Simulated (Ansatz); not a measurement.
Method: Ansatz, DFT PBE, scalar-relativistic, plane waves, PAW. All cells share a 420 eV cutoff and Γ-centred k meshes spaced about 0.3 Å⁻¹ or finer (0.25 for metals, 2π included). No spin polarisation.

Temperature and zero-point effects are left out.

Two forms of AgO2 were relaxed alike.

A.

```
Ag O
1.0
     5.38268    0.00000    0.00000
     0.00000    5.38268    0.00000
     0.00000    0.00000    5.38268
Ag O
4 8
Direct
  0.50000 0.50000 0.00000
  0.00000 0.50000 0.50000
  0.00000 0.00000 0.00000
  0.50000 0.00000 0.50000
  0.92530 0.07470 0.57470
  0.07470 0.92530 0.42530
  0.57470 0.57470 0.57470
  0.42530 0.42530 0.42530
  0.57470 0.92530 0.07470
  0.42530 0.07470 0.92530
  0.07470 0.57470 0.92530
  0.92530 0.42530 0.07470
```

B.

```
Ag O
1.0
     4.20046    0.00000    0.00000
     0.00000    5.26997    0.00000
     0.00000    0.00000    3.57197
Ag O
2 4
Direct
  0.00000 0.00000 0.00000
  0.50000 0.50000 0.50000
  0.86698 0.57860 0.00000
  0.13302 0.42140 0.00000
  0.36698 0.92140 0.50000
  0.63302 0.07860 0.50000
```

Task: Which is lower in energy, and by how much?

Result: They are level within the accuracy (1 meV/atom apart, with B the lower in these runs). A has the pyrite type, space group Pa-3 (No. 205), 13.0 Å³/atom and no gap on its mesh; B has the marcasite type, space group Pnnm (No. 58), 13.2 Å³/atom and no gap. A and B both hold O–O pairs. In A, Ag has 6 O at 2.36 Å; around O lie 1 O at 1.39 Å and 3 Ag at 2.36 Å. In B, Ag is surrounded by 6 O at 2.29–2.40 Å; around O lie 1 O at 1.39 Å and 3 Ag at 2.29–2.40 Å. Both come from trial cells of a structure search.

For metals, differences of a few meV/atom aren't resolved. Trial moments fell under 0.15 μB along the way in Pa-3 and Pnnm; another start might hold them. With atoms moved at random, A and B came back.
